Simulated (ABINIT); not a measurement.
MoS2:

```
Mo S
1.0
     3.22746    0.00000    0.00000
    -1.61373    2.79507    0.00000
     0.00000    0.00000    6.31247
Mo S
1 2
Cartesian
  0.0000 0.0000 3.1562
  1.6137 0.9317 4.7008
  0.0000 1.8634 1.6117
```

Measurements of this composition are mostly on another form, of space group No. 194.

Base run:

| Property | Result |
| --- | --- |
| Program | ABINIT 10.8.3 (patched build) |
| Functional | PBEsol |
| Potentials or basis | JTH PAW PBE v2.0 |
| Cutoff | 544 eV |
| k mesh | 7 × 7 × 3 |
| Occupations | fermi-dirac, width 0.05 eV |
| Spin | no spin polarisation |

Its results: band gap on the k mesh none (metal or under the smearing width); pressure -3.1 GPa; largest force 0.026 eV/Å.

Q: After a change of settings the same cell gave: band gap on the k mesh none (metal or under the smearing width); pressure -3.6 GPa; largest force 0.079 eV/Å. Which change was it?
A. functional from PBEsol to BP86; k mesh from 7 × 7 × 3 to 9 × 9 × 4
B. functional from PBEsol to r2SCAN; cutoff from 544 eV to 653 eV; fine-grid cutoff from 1088.46 eV to 1251.72 eV
C. functional from PBEsol to AM05; k mesh from 7 × 7 × 3 to 9 × 9 × 4
D. functional from PBEsol to RPBE; k mesh from 7 × 7 × 3 to 9 × 9 × 4

A: C.

Caveats: the PAW data sets were made with another functional, which shifts forces and pressure a little; this functional lacks dispersion, which binds the layers, so the pressure and a relaxed spacing across them are unreliable.

Runs at the PBE level aren't shown here.
